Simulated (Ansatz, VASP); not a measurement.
## One calculation of SiC, two programs

```
Si C
1.0
     0.00000    2.17531    2.17531
     2.17531    0.00000    2.17531
     2.17531    2.17531    0.00000
Si C
1 1
Cartesian
  0.0000 0.0000 0.0000
  3.2630 3.2630 3.2630
```

Alike in both runs: task single point; functional LDA; k mesh 8 × 8 × 8; no spin polarisation.

|  | VASP | Ansatz |
| --- | --- | --- |
| version | VASP 6.6.1 | Ansatz 0.2.0 |
| potentials or method | VASP PAW LDA potentials, release 64 (Si, C), cutoff 520 eV | all-electron LAPW, scalar-relativistic |
| occupations | gaussian, width 0.01 eV | fixed |

```csv
,VASP,Ansatz,Ansatz less VASP
gap on the k mesh at the Fermi level (eV),1.30,1.31,+0.012
pressure (GPa),-2.9,-3.3,-0.42
```

Ansatz ran all-electron here, so the differences hold the error of VASP's frozen core and of both bases.

A k mesh can miss the band edges. LDA gaps usually lie below the measured ones, often by a third to a half.
